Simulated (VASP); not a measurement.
# C (C2/m) in VASP: a series of runs, part 2 of 2

VASP 6.6.1.

### Step 3. Band structure, BLYP

File POSCAR:

```
C
1.0
    2.1273203072     -1.2282824400      0.0000000000
    2.1273203072      1.2282824400      0.0000000000
   -1.3790696309      0.0000000000      3.5028300786
C
2
Direct
    0.1666444700      0.1666444700      0.9999069600
    0.8333555300      0.8333555300      0.0000930400
```

File INCAR.step1:

```
SYSTEM = C
PREC = Accurate ; ENCUT = 520
EDIFF = 1E-6 ; ISMEAR = -1
SIGMA = 0.05 ; LREAL = .False.
LASPH = .True. ; NELM = 80
ALGO = Normal ; ISIF = 2
LWAVE = .False. ; LCHARG = .True.
GGA = B5 ; ALDAX = 1.0
AGGAX = 1.0 ; AGGAC = 1.0
ALDAC = 0.0 ; NBANDS = 11
```

File KPOINTS.step1:

```
regular mesh
0
Gamma
  13 13 8
  0 0 0
```

File INCAR.step2:

```
SYSTEM = C
PREC = Accurate ; ENCUT = 520
EDIFF = 1E-6 ; ISMEAR = 0
SIGMA = 0.05 ; LREAL = .False.
LASPH = .True. ; NELM = 80
ALGO = Normal ; ISIF = 2
LWAVE = .False. ; LCHARG = .False.
GGA = B5 ; ALDAX = 1.0
AGGAX = 1.0 ; AGGAC = 1.0
ALDAC = 0.0 ; NBANDS = 11
ICHARG = 11
```

File KPOINTS.step2:

```
path GYFLI,I1ZF1,YX1,XGN,MG
15
line-mode
reciprocal
 0.0000000000  0.0000000000  0.0000000000  G
 0.5000000000  0.5000000000 -1.0000000000  Y

 0.5000000000  0.5000000000 -1.0000000000  Y
 0.4123194886  0.4123194886 -1.1190266490  F

 0.4123194886  0.4123194886 -1.1190266490  F
 0.5000000000  0.5000000000 -0.5000000000  L

 0.5000000000  0.5000000000 -0.5000000000  L
 0.6935932999  0.3064067001 -0.5000000000  I

 0.3064067001 -0.3064067001  0.5000000000  I1
 0.0000000000  0.0000000000  0.5000000000  Z

 0.0000000000  0.0000000000  0.5000000000  Z
 0.5876805114  0.5876805114  0.1190266490  F1

 0.5000000000  0.5000000000 -1.0000000000  Y
 0.6104897536  0.3895102464 -1.0000000000  X1

 0.3895102464 -0.3895102464  0.0000000000  X
 0.0000000000  0.0000000000  0.0000000000  G

 0.0000000000  0.0000000000  0.0000000000  G
 0.5000000000  0.0000000000 -0.5000000000  N

 0.5000000000  0.0000000000  0.0000000000  M
 0.0000000000  0.0000000000  0.0000000000  G
```

Potentials or basis: VASP PAW PBE potentials, release 64 (C).

Run with:

```console
$ cat potpaw_PBE.64/C/POTCAR > POTCAR
$ cp INCAR.step1 INCAR
$ cp KPOINTS.step1 KPOINTS
$ mpirun -np 1 vasp_std > vasp.out
$ cp INCAR.step2 INCAR
$ cp KPOINTS.step2 KPOINTS
$ mpirun -np 1 vasp_std > vasp.out
```

OUTCAR:

```text
SYSTEM = C
   PREC = Accurate
   ENCUT = 520
   EDIFF = 1E-6
   ISMEAR = 0
   LREAL = .False.
   LASPH = .True.
   NELM = 80
   ISIF = 2
   GGA = B5
   ICHARG = 11

 ion  position               nearest neighbor table
   1  0.167  0.167  1.000-   2 1.42   2 1.42   2 1.42
   2  0.833  0.833  0.000-   1 1.42   1 1.42   1 1.42

  LATTYP: Found a base centered monoclinic cell.
 ALAT       =     4.2546406144
 B/A-ratio  =     0.5773848141
 C/A-ratio  =     0.8848045598
 COS(beta)  =    -0.3663329314

  Lattice vectors:

 A1 = (   2.1273203072,  -1.2282824400,   0.0000000000)
 A2 = (   2.1273203072,   1.2282824400,   0.0000000000)
 A3 = (  -1.3790696309,   0.0000000000,   3.5028300786)

Analysis of symmetry for initial positions (statically):
=====================================================================
 Subroutine PRICEL returns:
 Original cell was already a primitive cell.

 Routine SETGRP: Setting up the symmetry group for a
 base centered monoclinic supercell.

 Subroutine GETGRP returns: Found  4 space group operations
 (whereof  4 operations were pure point group operations)
[... 168 lines left out ...]
      2      -2.0490      2.00000
      3       1.5854      2.00000
      4       1.5888      2.00000
      5       8.6323      0.00000
      6      13.2237      0.00000
      7      13.2258      0.00000
      8      16.1569      0.00000
      9      17.5996      0.00000
     10      27.8981      0.00000
     11      28.8018      0.00000
[... 309 lines left out ...]
 k-point    24 :       0.4499    0.4499   -1.0680
  band No.  band energies     occupation
      1     -10.1849      2.00000
      2      -7.6966      2.00000
      3      -1.7141      2.00000
      4       2.0077      2.00000
      5       6.5769      0.00000
      6      12.2922      0.00000
      7      16.0270      0.00000
      8      20.0019      0.00000
      9      23.7899      0.00000
     10      24.2778      0.00000
     11      27.4972      0.00000

 [... further k-points ...]

------------------------ aborting loop because EDIFF is reached ----------------------------------------

  FORCE on cell =-STRESS in cart. coord.  units (eV):
  Direction    XX          YY          ZZ          XY          YZ          ZX
  --------------------------------------------------------------------------------------
  -------------------------------------------------------------------------------------
  Total        7.3490261     -2.8097860      1.6175870      0.0000000      0.0000000     -0.4757588
  in kB      643.2209462   -245.9255404    141.5787416      0.0000000      0.0000000    -41.6406260
  external PRESSURE =     179.6247158 kB  Pullay stress =       0.0000000 kB

 VOLUME and BASIS-vectors are now :
 -----------------------------------------------------------------------------
  energy-cutoff  :      520.00
  volume of cell :       18.31
      direct lattice vectors                 reciprocal lattice vectors
     2.127320307 -1.228282440  0.000000000     0.235037478 -0.407072497  0.092534619
     2.127320307  1.228282440  0.000000000     0.235037478  0.407072497  0.092534619
    -1.379069631  0.000000000  3.502830079     0.000000000  0.000000000  0.285483446

 POSITION                                       TOTAL-FORCE (eV/Angst)
 -----------------------------------------------------------------------------------
     -0.66993      0.00000      3.50250         6.753503      0.000000     -0.174710
      3.54550      0.00000      0.00033        -6.753503      0.000000      0.174710
 -----------------------------------------------------------------------------------
    total drift:                               -0.000000     -0.000000      0.000000

  FREE ENERGIE OF THE ION-ELECTRON SYSTEM (eV)
  ---------------------------------------------------
  free  energy   TOTEN  =       -16.2391962614 eV

  energy  without entropy=      -16.2391962544  energy(sigma->0) =      -16.23919626
```

OSZICAR.step1:

```text
N       E                     dE             d eps       ncg     rms          rms(c)
DAV:   1     0.200173573658E+01    0.20017E+01   -0.41170E+03  8322   0.646E+02
DAV:   2    -0.182114853883E+02   -0.20213E+02   -0.19496E+02 10851   0.119E+02
DAV:   3    -0.186760178288E+02   -0.46453E+00   -0.46363E+00 10196   0.150E+01
DAV:   4    -0.186779335507E+02   -0.19157E-02   -0.19155E-02  9592   0.118E+00
DAV:   5    -0.186779419870E+02   -0.84363E-05   -0.84361E-05 10351   0.710E-02    0.644E+00
DAV:   6    -0.176247681899E+02    0.10532E+01   -0.94151E-01  9551   0.560E+00    0.367E+00
DAV:   7    -0.172934516930E+02    0.33132E+00   -0.11127E+00  9841   0.608E+00    0.105E+00
DAV:   8    -0.172972028266E+02   -0.37511E-02   -0.29633E-02  9175   0.111E+00    0.182E-01
DAV:   9    -0.172961963121E+02    0.10065E-02   -0.20666E-03  9972   0.266E-01    0.751E-02
DAV:  10    -0.172961946107E+02    0.17014E-05   -0.25394E-04 10121   0.113E-01    0.413E-02
DAV:  11    -0.172961926803E+02    0.19304E-05   -0.10253E-05  9634   0.221E-02    0.789E-03
DAV:  12    -0.172961927511E+02   -0.70806E-07   -0.48832E-07  7178   0.556E-03
   1 F= -.17296193E+02 E0= -.17296192E+02  d E =-.122881E-05
```

Wall time 29 s (1 thread of Intel Xeon 6975P-C (Granite Rapids), shared host); peak memory 0.16 GiB.

What came out:

* Band gap along the path: 0.33 eV, direct

Levels at the corners of the path, in eV from the valence-band top:
```csv
point,band 1,band 2,band 3,band 4,band 5,band 6,band 7,band 8,band 9
Γ,-19.47,-6.66,-3.03,-3.02,4.02,8.61,8.61,11.54,12.99
Y,-14.10,-13.08,-6.39,-2.47,1.57,7.62,13.04,14.46,19.18
Y,-14.10,-13.08,-6.39,-2.47,1.57,7.62,13.04,14.46,19.18
F,-15.52,-11.45,-6.20,-2.85,2.69,7.78,9.80,15.93,18.87
F,-15.52,-11.45,-6.20,-2.85,2.69,7.78,9.80,15.93,18.87
L,-14.17,-13.13,-6.35,-1.97,2.08,7.91,11.81,12.43,18.34
L,-14.17,-13.13,-6.35,-1.97,2.08,7.91,11.81,12.43,18.34
I,-13.15,-11.91,-10.19,-1.05,1.19,10.77,13.42,13.52,16.97
I1,-13.15,-11.91,-10.19,-1.05,1.19,10.77,13.42,13.52,16.97
Z,-19.26,-8.24,-3.04,-3.04,8.58,8.58,9.66,11.69,12.84
Z,-19.26,-8.24,-3.04,-3.04,8.58,8.58,9.66,11.69,12.84
F1,-15.52,-11.45,-6.20,-2.85,2.69,7.78,9.80,15.93,18.87
Y,-14.10,-13.08,-6.39,-2.47,1.57,7.62,13.04,14.46,19.18
X1,-13.37,-12.43,-9.16,-1.41,1.30,11.35,11.38,15.12,16.10
X,-13.37,-12.43,-9.16,-1.41,1.30,11.35,11.38,15.12,16.10
Γ,-19.47,-6.66,-3.03,-3.02,4.02,8.61,8.61,11.54,12.99
Γ,-19.47,-6.66,-3.03,-3.02,4.02,8.61,8.61,11.54,12.99
N,-14.09,-13.07,-6.39,-2.51,1.53,7.63,13.13,14.68,19.19
M,-14.18,-13.13,-6.35,-1.92,2.13,7.91,11.71,12.28,18.31
Γ,-19.47,-6.66,-3.03,-3.02,4.02,8.61,8.61,11.54,12.99
```

Caveat: the log is that of the step along the path at fixed density, whose energy, stress, charges and moments have no meaning; the PAW data sets were made with another functional, which shifts forces and pressure a little; this functional lacks dispersion, which binds the layers, so the pressure and a relaxed spacing across them are unreliable.

### Step 4. Band structure, AM05

POSCAR is that of step 3.

INCAR.step1: that of step 3 with these lines changed.

```diff
@@ -7,4 +7,2 @@
 LWAVE = .False. ; LCHARG = .True.
-GGA = B5 ; ALDAX = 1.0
-AGGAX = 1.0 ; AGGAC = 1.0
-ALDAC = 0.0 ; NBANDS = 11
+GGA = AM ; NBANDS = 11
```

KPOINTS.step1 is that of step 3.

INCAR.step2: that of step 3 with these lines changed.

```diff
@@ -7,5 +7,3 @@
 LWAVE = .False. ; LCHARG = .False.
-GGA = B5 ; ALDAX = 1.0
-AGGAX = 1.0 ; AGGAC = 1.0
-ALDAC = 0.0 ; NBANDS = 11
+GGA = AM ; NBANDS = 11
 ICHARG = 11
```

KPOINTS.step2 is that of step 3.

Run with:

```console
$ cat potpaw_PBE.64/C/POTCAR > POTCAR
$ cp INCAR.step1 INCAR
$ cp KPOINTS.step1 KPOINTS
$ mpirun -np 1 vasp_std > vasp.out
$ cp INCAR.step2 INCAR
$ cp KPOINTS.step2 KPOINTS
$ mpirun -np 1 vasp_std > vasp.out
```

Wall time 27 s (1 thread of Intel Xeon 6975P-C (Granite Rapids), shared host); peak memory 0.16 GiB.

Results (log left out):

```yaml
Band_gap_along_the_path: 0.34 eV, direct
```

Levels at the corners of the path, in eV from the valence-band top:
```
point  band 1  band 2  band 3  band 4  band 5  band 6  band 7  band 8
    Γ  -19.47   -6.72   -2.80   -2.79    4.09    8.54    8.55   11.68
    Y  -14.00  -13.09   -6.26   -2.48    1.55    7.52   13.08   14.56
    Y  -14.00  -13.09   -6.26   -2.48    1.55    7.52   13.08   14.56
    F  -15.47  -11.39   -6.07   -2.88    2.68    7.68    9.88   15.91
    F  -15.47  -11.39   -6.07   -2.88    2.68    7.68    9.88   15.91
    L  -14.07  -13.14   -6.23   -1.98    2.07    7.81   11.91   12.47
    L  -14.07  -13.14   -6.23   -1.98    2.07    7.81   11.91   12.47
    I  -13.06  -11.80  -10.23   -1.05    1.20   10.67   13.45   13.62
   I1  -13.06  -11.80  -10.23   -1.05    1.20   10.67   13.45   13.62
    Z  -19.25   -8.28   -2.81   -2.81    8.51    8.51    9.72   11.83
    Z  -19.25   -8.28   -2.81   -2.81    8.51    8.51    9.72   11.83
   F1  -15.47  -11.39   -6.07   -2.88    2.68    7.68    9.88   15.91
    Y  -14.00  -13.09   -6.26   -2.48    1.55    7.52   13.08   14.56
   X1  -13.26  -12.40   -9.13   -1.41    1.30   11.30   11.37   15.20
    X  -13.26  -12.40   -9.13   -1.41    1.30   11.30   11.37   15.20
    Γ  -19.47   -6.72   -2.80   -2.79    4.09    8.54    8.55   11.68
    Γ  -19.47   -6.72   -2.80   -2.79    4.09    8.54    8.55   11.68
    N  -13.99  -13.08   -6.26   -2.52    1.50    7.53   13.17   14.78
    M  -14.07  -13.14   -6.23   -1.93    2.12    7.82   11.82   12.32
    Γ  -19.47   -6.72   -2.80   -2.79    4.09    8.54    8.55   11.68
```

Caveat: the log is that of the step along the path at fixed density, whose energy, stress, charges and moments have no meaning; the PAW data sets were made with another functional, which shifts forces and pressure a little; this functional lacks dispersion, which binds the layers, so the pressure and a relaxed spacing across them are unreliable.

### Step 5. Band structure, PW91

POSCAR is that of step 4.

INCAR.step1: that of step 4 with these lines changed.

```diff
@@ -7,2 +7,2 @@
 LWAVE = .False. ; LCHARG = .True.
-GGA = AM ; NBANDS = 11
+GGA = 91 ; NBANDS = 11
```

KPOINTS.step1 is that of step 4.

INCAR.step2: that of step 4 with these lines changed.

```diff
@@ -7,3 +7,3 @@
 LWAVE = .False. ; LCHARG = .False.
-GGA = AM ; NBANDS = 11
+GGA = 91 ; NBANDS = 11
 ICHARG = 11
```

KPOINTS.step2 is that of step 4.

Run with:

```console
$ cat potpaw_PBE.64/C/POTCAR > POTCAR
$ cp INCAR.step1 INCAR
$ cp KPOINTS.step1 KPOINTS
$ mpirun -np 1 vasp_std > vasp.out
$ cp INCAR.step2 INCAR
$ cp KPOINTS.step2 KPOINTS
$ mpirun -np 1 vasp_std > vasp.out
```

It took 25 s on 1 thread of Intel Xeon 6975P-C (Granite Rapids), shared host; peak memory 0.16 GiB.

Results (log left out):

| Quantity | Value |
| --- | --- |
| Band gap along the path | 0.33 eV, direct |

Levels at the corners of the path, in eV from the valence-band top:
| point | band 1 | band 2 | band 3 | band 4 | band 5 | band 6 | band 7 | band 8 |
| --- | --- | --- | --- | --- | --- | --- | --- | --- |
| Γ | -19.54 | -6.70 | -2.91 | -2.90 | 4.03 | 8.57 | 8.57 | 11.64 |
| Y | -14.11 | -13.12 | -6.33 | -2.47 | 1.56 | 7.52 | 13.05 | 14.50 |
| Y | -14.11 | -13.12 | -6.33 | -2.47 | 1.56 | 7.52 | 13.05 | 14.50 |
| F | -15.55 | -11.46 | -6.14 | -2.87 | 2.69 | 7.68 | 9.82 | 15.91 |
| F | -15.55 | -11.46 | -6.14 | -2.87 | 2.69 | 7.68 | 9.82 | 15.91 |
| L | -14.18 | -13.17 | -6.29 | -1.97 | 2.07 | 7.80 | 11.85 | 12.42 |
| L | -14.18 | -13.17 | -6.29 | -1.97 | 2.07 | 7.80 | 11.85 | 12.42 |
| I | -13.16 | -11.91 | -10.22 | -1.05 | 1.19 | 10.70 | 13.42 | 13.56 |
| I1 | -13.16 | -11.91 | -10.22 | -1.05 | 1.19 | 10.70 | 13.42 | 13.56 |
| Z | -19.32 | -8.27 | -2.92 | -2.91 | 8.53 | 8.54 | 9.66 | 11.79 |
| Z | -19.32 | -8.27 | -2.92 | -2.91 | 8.53 | 8.54 | 9.66 | 11.79 |
| F1 | -15.55 | -11.46 | -6.14 | -2.87 | 2.69 | 7.68 | 9.82 | 15.91 |
| Y | -14.11 | -13.12 | -6.33 | -2.47 | 1.56 | 7.52 | 13.05 | 14.50 |
| X1 | -13.37 | -12.45 | -9.16 | -1.41 | 1.30 | 11.32 | 11.33 | 15.15 |
| X | -13.37 | -12.45 | -9.16 | -1.41 | 1.30 | 11.32 | 11.33 | 15.15 |
| Γ | -19.54 | -6.70 | -2.91 | -2.90 | 4.03 | 8.57 | 8.57 | 11.64 |
| Γ | -19.54 | -6.70 | -2.91 | -2.90 | 4.03 | 8.57 | 8.57 | 11.64 |
| N | -14.10 | -13.11 | -6.32 | -2.51 | 1.51 | 7.52 | 13.14 | 14.72 |
| M | -14.18 | -13.17 | -6.29 | -1.93 | 2.13 | 7.80 | 11.76 | 12.28 |
| Γ | -19.54 | -6.70 | -2.91 | -2.90 | 4.03 | 8.57 | 8.57 | 11.64 |

Caveat: the log is that of the step along the path at fixed density, whose energy, stress, charges and moments have no meaning; the PAW data sets were made with another functional, which shifts forces and pressure a little; this functional lacks dispersion, which binds the layers, so the pressure and a relaxed spacing across them are unreliable.

### Step 6. Band structure, r2SCAN

File INCAR:

```
SYSTEM = C
PREC = Accurate ; ENCUT = 520
EDIFF = 1E-6 ; ISMEAR = -1
SIGMA = 0.05 ; LREAL = .False.
LASPH = .True. ; NELM = 80
ALGO = Normal ; ISIF = 2
LWAVE = .False. ; LCHARG = .False.
METAGGA = R2SCAN ; LMIXTAU = .True.
NBANDS = 11
```

File KPOINTS:

```
regular mesh
0
Gamma
  13 13 8
  0 0 0
```

POSCAR is that of step 5.

File KPOINTS_OPT:

```
path GYFLI,I1ZF1,YX1,XGN,MG
15
line-mode
reciprocal
 0.0000000000  0.0000000000  0.0000000000  G
 0.5000000000  0.5000000000 -1.0000000000  Y

 0.5000000000  0.5000000000 -1.0000000000  Y
 0.4123194886  0.4123194886 -1.1190266490  F

 0.4123194886  0.4123194886 -1.1190266490  F
 0.5000000000  0.5000000000 -0.5000000000  L

 0.5000000000  0.5000000000 -0.5000000000  L
 0.6935932999  0.3064067001 -0.5000000000  I

 0.3064067001 -0.3064067001  0.5000000000  I1
 0.0000000000  0.0000000000  0.5000000000  Z

 0.0000000000  0.0000000000  0.5000000000  Z
 0.5876805114  0.5876805114  0.1190266490  F1

 0.5000000000  0.5000000000 -1.0000000000  Y
 0.6104897536  0.3895102464 -1.0000000000  X1

 0.3895102464 -0.3895102464  0.0000000000  X
 0.0000000000  0.0000000000  0.0000000000  G

 0.0000000000  0.0000000000  0.0000000000  G
 0.5000000000  0.0000000000 -0.5000000000  N

 0.5000000000  0.0000000000  0.0000000000  M
 0.0000000000  0.0000000000  0.0000000000  G
```

Potentials or basis: VASP PAW PBE potentials, release 64 (C).

Run with:

```console
$ cat potpaw_PBE.64/C/POTCAR > POTCAR
$ mpirun -np 1 vasp_std > vasp.out
```

Wall time 2.4 min (1 thread of Intel Xeon 6975P-C (Granite Rapids), shared host); peak memory 0.2 GiB.

The run converged. Its results:

```yaml
Free_energy: -19.8777 eV
Pressure: 0.5 GPa
Largest_force: 0.010 eV/Å
Band_gap_along_the_path: 0.36 eV, direct
```

Forces on the atoms (eV/Å):
```
C   -0.002  0.000  0.010
C    0.002  0.000 -0.010
```

Stress tensor (GPa, compression positive):
```
 0.68  0.00 -0.03
 0.00  0.60  0.00
-0.03  0.00  0.16
```

Levels at the corners of the path, in eV from the valence-band top:
```tsv
point	band 1	band 2	band 3	band 4	band 5	band 6	band 7	band 8	band 9
Γ	-20.78	-7.10	-3.04	-3.04	4.23	8.91	8.91	12.59	13.49
Y	-15.11	-13.89	-6.68	-2.63	1.66	7.78	13.67	15.18	20.28
Y	-15.11	-13.89	-6.68	-2.63	1.66	7.78	13.67	15.18	20.28
F	-16.58	-12.19	-6.48	-3.05	2.86	7.95	10.23	16.71	20.04
F	-16.58	-12.19	-6.48	-3.05	2.86	7.95	10.23	16.71	20.04
L	-15.18	-13.94	-6.64	-2.10	2.22	8.08	12.38	12.90	19.20
L	-15.18	-13.94	-6.64	-2.10	2.22	8.08	12.38	12.90	19.20
I	-14.07	-12.74	-10.74	-1.12	1.27	11.13	14.07	14.24	17.85
I1	-14.07	-12.74	-10.74	-1.12	1.27	11.13	14.07	14.24	17.85
Z	-20.57	-8.71	-3.05	-3.05	8.87	8.88	10.20	12.76	13.33
Z	-20.57	-8.71	-3.05	-3.05	8.87	8.88	10.20	12.76	13.33
F1	-16.58	-12.19	-6.48	-3.05	2.86	7.95	10.23	16.71	20.04
Y	-15.11	-13.89	-6.68	-2.63	1.66	7.78	13.67	15.18	20.28
X1	-14.32	-13.23	-9.67	-1.50	1.38	11.81	11.87	15.87	17.00
X	-14.32	-13.23	-9.67	-1.50	1.38	11.81	11.87	15.87	17.00
Γ	-20.78	-7.10	-3.04	-3.04	4.23	8.91	8.91	12.59	13.49
Γ	-20.78	-7.10	-3.04	-3.04	4.23	8.91	8.91	12.59	13.49
N	-15.11	-13.88	-6.68	-2.67	1.61	7.78	13.77	15.42	20.30
M	-15.19	-13.95	-6.64	-2.06	2.28	8.08	12.29	12.74	19.16
Γ	-20.78	-7.10	-3.04	-3.04	4.23	8.91	8.91	12.59	13.49
```

Caveat: the PAW data sets were made with another functional, which shifts forces and pressure a little.

### Step 7. The reference run

An earlier run on the cell as given: functional PBE; potentials or basis VASP PAW PBE potentials, release 64 (C); cutoff 520 eV; k mesh 13 × 13 × 8; occupations fermi-dirac, width 0.05 eV; no spin polarisation.

* Pressure: 4.2 GPa
* Largest force: 0.005 eV/Å
* Band gap on the k mesh: 0.93 eV, indirect (least direct gap 0.94 eV)

### Step 8. Overview

| task | level | pressure (GPa) |
| --- | --- | --- |
| band structure | revPBE | - |
| band structure | BLYP | - |
| band structure | AM05 | - |
| band structure | PW91 | - |
| band structure | r2SCAN | 0.5 |
| single point | PBE | 4.2 |

Alike in all rows: potentials or basis VASP PAW PBE potentials, release 64 (C); no spin polarisation; cell as given; k mesh 13 × 13 × 8; cutoff (eV) 520; smearing fermi-dirac 0.05 eV.

Caveats: the PAW data sets were made with another functional, which shifts forces and pressure a little (some runs); this functional lacks dispersion, which binds the layers, so the pressure and a relaxed spacing across them are unreliable (some runs); an odd mesh through Γ misses points on the zone boundary, where band edges often lie (some runs).

Absolute energies hang on the potentials; compare differences alone.
